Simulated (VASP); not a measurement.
# Pt (Fm-3m) in VASP: a series of runs

One crystal, Pt, is run at these levels: PBE; tasks: single point.

All numbers are computed with VASP 6.6.1; they aren't measurements. Logs are shortened: lines on timing, memory, paths and dates and some standing lists are left out, and cuts for length are marked.

### Step 1. The crystal as given

It takes space group Fm-3m (No. 225, cubic). The conventional cell has a = 3.922 Å, b = 3.922 Å, c = 3.922 Å, α = 90.00°, β = 90.00°, γ = 90.00°. Pt (site symmetry m-3m) is surrounded by 12 Pt at 2.77 Å.

### Step 2. Single point, PBE

Contents of INCAR:

```
SYSTEM = Pt
  PREC = Accurate
  ENCUT = 520
  EDIFF = 1E-7
  ISMEAR = 0
  SIGMA = 0.1
  LREAL = .False.
  LASPH = .True.
  NELM = 60
  ALGO = Normal
  ISIF = 2
  LWAVE = .False.
  LCHARG = .False.
  GGA = PE
```

Contents of KPOINTS:

```
regular mesh
0
Gamma
  4 4 4
  0 0 0
```

Contents of POSCAR:

```
Pt
1.0
    0.0000000000      1.9609000000      1.9609000000
    1.9609000000      0.0000000000      1.9609000000
    1.9609000000      1.9609000000      0.0000000000
Pt
1
Direct
    0.0000000000      0.0000000000      0.0000000000
```

Potentials or basis: VASP PAW PBE potentials, release 64 (Pt).

On the command line:

```bash
cat potpaw_PBE.64/Pt/POTCAR > POTCAR
mpirun -np 1 vasp_std > vasp.out
```

OUTCAR:

```text
SYSTEM = Pt
   PREC = Accurate
   ENCUT = 520
   EDIFF = 1E-7
   ISMEAR = 0
   LREAL = .False.
   LASPH = .True.
   NELM = 60
   ISIF = 2
   GGA = PE

 ion  position               nearest neighbor table
   1  0.000  0.000  0.000-

  LATTYP: Found a face centered cubic cell.
 ALAT       =     3.9218000000

  Lattice vectors:

 A1 = (   0.0000000000,   1.9609000000,   1.9609000000)
 A2 = (   1.9609000000,   0.0000000000,   1.9609000000)
 A3 = (   1.9609000000,   1.9609000000,   0.0000000000)

Analysis of symmetry for initial positions (statically):
=====================================================================
 Subroutine PRICEL returns:
 Original cell was already a primitive cell.

 Routine SETGRP: Setting up the symmetry group for a
 face centered cubic supercell.

 Subroutine GETGRP returns: Found 48 space group operations
 (whereof 48 operations were pure point group operations)
 out of a pool of 48 trial point group operations.

The static configuration has the point symmetry O_h .

Analysis of symmetry for dynamics (positions and initial velocities):
=====================================================================
 Subroutine PRICEL returns:
 Original cell was already a primitive cell.

 Routine SETGRP: Setting up the symmetry group for a
 face centered cubic supercell.

 Subroutine GETGRP returns: Found 48 space group operations
 (whereof 48 operations were pure point group operations)
 out of a pool of 48 trial point group operations.

The dynamic configuration has the point symmetry O_h .

 Subroutine INISYM returns: Found 48 space group operations
 (whereof 48 operations are pure point group operations),
 and found     1 'primitive' translations

----------------------------------------------------------------------------------------

                                     Primitive cell

  volume of cell :      15.0798

  direct lattice vectors                    reciprocal lattice vectors
     0.000000000  1.960900000  1.960900000    -0.254984956  0.254984956  0.254984956
     1.960900000  0.000000000  1.960900000     0.254984956 -0.254984956  0.254984956
     1.960900000  1.960900000  0.000000000     0.254984956  0.254984956 -0.254984956

  length of vectors
     2.773131374  2.773131374  2.773131374     0.441646899  0.441646899  0.441646899

  position of ions in fractional coordinates (direct lattice)
     0.000000000  0.000000000  0.000000000

  ion indices of the primitive-cell ions
   primitive index   ion index
                 1           1
[... 60 lines left out ...]
   NFREE  =      0    steps in history (QN), initial steepest desc. (CG)
   ISIF   =      2    stress and relaxation
   ISYM   =      2    0-nonsym 1-usesym 2-fastsym
   POTIM  = 0.5000    time-step for ionic-motion
   TEBEG  =    0.0;   TEEND  =   0.0 temperature during run
   PSTRESS=    0.0 pullay stress
   NELECT =      10.0000    total number of electrons
   NUPDOWN=      -1.0000    fix difference up-down
   EMIN   =  10.00;   EMAX   =-10.00  energy-range for DOS
   EFERMI =   0.00;   METHOD = LEGACY
   ISMEAR =     0;   SIGMA  =   0.10  broadening in eV -4-tet -1-fermi 0-gaus
   EFERMI_NEDOS =   21; number of points for ismear=-14 and -15
   IALGO  =     38    algorithm
   IMIX   =      4    mixing-type and parameters
     AMIX     =   0.40;   BMIX     =  1.00
     AMIX_MAG =   1.60;   BMIX_MAG =  1.00
  volume/ion in A,a.u.               =      15.08       101.76
  Fermi-wavevector in a.u.,A,eV,Ry     =   1.427609  2.697791 27.729605  2.038068
  Thomas-Fermi vector in A             =   2.547760
   LORBIT       =      0    0 simple, 1 ext, 2 COOP (PROOUT), +10 PAW based schemes
   GGA     = PE    functional components
   LHFCALC =     F    Hartree Fock is set to
   AEXX    =    0.0000 exact exchange contribution
   IVDW    =     0    specifies the selected vdW correction
   LEPSILON=     F    determine dielectric tensor
   LRPA    =     F    only Hartree local field effects (RPA)
 non-spin polarized calculation
 Gauss-broadening in eV      SIGMA  =   0.10
  energy-cutoff  :      520.00
  volume of cell :       15.08
 maximum number of plane-waves:       415
 NGX is ok and might be reduce to    24
   NGX = 11   NGY = 11   NGZ = 11

 number of electron      10.0000000 magnetization

 Free energy of the ion-electron system (eV)
  ---------------------------------------------------
  ext. energy  EPLUGINS =         0.00000000
  ---------------------------------------------------
  free energy    TOTEN  =        -6.20477618 eV

  energy without entropy =       -6.18617062  energy(sigma->0) =       -6.19547340

 E-fermi :  11.4744     XC(G=0): -13.4905

 val. band max:       11.4349356234   @ k =   0.5000   0.2500   0.0000
 cond. band min:      11.7526762496   @ k =   0.5000   0.5000   0.0000
 fundamental gap:      0.3177406262
 Fermi energy:        11.4744295064

 k-point     1 :       0.0000    0.0000    0.0000
  band No.  band energies     occupation
      1       1.0465      2.00000
      2       7.4704      2.00000
      3       7.4704      2.00000
      4       7.4704      2.00000
      5       9.6435      2.00000
      6       9.6435      2.00000
      7      25.8876      0.00000
      8      30.8844      0.00000
      9      30.8844      0.00000
[... 73 lines left out ...]
 k-point     8 :      -0.2500    0.5000    0.2500
  band No.  band energies     occupation
      1       5.6119      2.00000
      2       6.7022      2.00000
      3       6.7022      2.00000
      4       9.2688      2.00000
      5      11.7563      0.00007
      6      18.3893      0.00000
      7      19.5444      0.00000
      8      19.5444      0.00000
      9      23.3303      0.00000

------------------------ aborting loop because EDIFF is reached ----------------------------------------

  FORCE on cell =-STRESS in cart. coord.  units (eV):
  Direction    XX          YY          ZZ          XY          YZ          ZX
  --------------------------------------------------------------------------------------
  -------------------------------------------------------------------------------------
  Total        0.7214321      0.7214321      0.7214321     -0.0000000      0.0000000     -0.0000000
  in kB       76.6495693     76.6495693     76.6495693     -0.0000000      0.0000000     -0.0000000
  external PRESSURE =      76.6495693 kB  Pullay stress =       0.0000000 kB

 VOLUME and BASIS-vectors are now :
 -----------------------------------------------------------------------------
  energy-cutoff  :      520.00
  volume of cell :       15.08
      direct lattice vectors                 reciprocal lattice vectors
     0.000000000  1.960900000  1.960900000    -0.254984956  0.254984956  0.254984956
     1.960900000  0.000000000  1.960900000     0.254984956 -0.254984956  0.254984956
     1.960900000  1.960900000  0.000000000     0.254984956  0.254984956 -0.254984956

 POSITION                                       TOTAL-FORCE (eV/Angst)
 -----------------------------------------------------------------------------------
      0.00000      0.00000      0.00000         0.000000     -0.000000      0.000000
 -----------------------------------------------------------------------------------
    total drift:                               -0.000000     -0.000000     -0.000000

  FREE ENERGIE OF THE ION-ELECTRON SYSTEM (eV)
  ---------------------------------------------------
  free  energy   TOTEN  =        -6.2047761752 eV

  energy  without entropy=       -6.1861706181  energy(sigma->0) =       -6.19547340
```

OSZICAR:

```text
N       E                     dE             d eps       ncg     rms          rms(c)
DAV:   1     0.368325611964E+02    0.36833E+02   -0.56409E+03   152   0.104E+03
DAV:   2    -0.631221308568E+01   -0.43145E+02   -0.41952E+02   157   0.192E+02
DAV:   3    -0.656203384955E+01   -0.24982E+00   -0.24947E+00   160   0.163E+01
DAV:   4    -0.656292631298E+01   -0.89246E-03   -0.89245E-03   183   0.101E+00
DAV:   5    -0.656293381117E+01   -0.74982E-05   -0.74984E-05   159   0.892E-02    0.132E+01
DAV:   6    -0.625244394655E+01    0.31049E+00   -0.70340E-01   146   0.788E+00    0.688E+00
DAV:   7    -0.620810467660E+01    0.44339E-01   -0.18738E-01   156   0.398E+00    0.218E+00
DAV:   8    -0.620500690620E+01    0.30978E-02   -0.69534E-03   154   0.824E-01    0.604E-01
DAV:   9    -0.620477398015E+01    0.23293E-03   -0.12823E-04   148   0.113E-01    0.529E-02
DAV:  10    -0.620477618527E+01   -0.22051E-05   -0.30176E-06   168   0.169E-02    0.446E-03
DAV:  11    -0.620477617521E+01    0.10060E-07   -0.43797E-08   105   0.216E-03
   1 F= -.62047762E+01 E0= -.61954734E+01  d E =-.186056E-01
```

stdout:

```text
POSCAR found type information on POSCAR Pt
 POSCAR found :  1 types and       1 ions
 scaLAPACK will be used
 LDA part: xc-table for (Slater+PW92), standard interpolation
 POSCAR, INCAR and KPOINTS ok, starting setup
 FFT: planning ... GRIDC
 FFT: planning ... GRID_SOFT
 FFT: planning ... GRID
 WAVECAR not read
 entering main loop
```

Run time: 7.7 s. Hardware: 1 thread of Intel Xeon Platinum 8559C (Emerald Rapids), shared host; peak memory 0.13 GiB.

What came out:

| Property | Result |
| --- | --- |
| Free energy | -6.2048 eV |
| Pressure | 7.7 GPa |
| Band gap on the k mesh | none (metal or under the smearing width) |

Levels at points of the mesh, in eV from the Fermi level:
```tsv
k point	band 2	band 3	band 4	band 5	band 6	band 7	band 8	band 9
(0.00, 0.00, 0.00)	-4.00	-4.00	-4.00	-1.83	-1.83	14.41	19.41	19.41
(0.50, 0.00, 0.00)	-4.06	-4.06	-0.68	-0.17	-0.17	5.63	14.00	18.77
(0.50, 0.50, 0.00)	-6.84	-0.19	0.28	0.28	1.56	8.68	11.19	11.19
```

Caveat: the k mesh is coarse (spacing up to 0.69 Å⁻¹), so the values aren't converged.

(Part 1 of 2 ends here.)
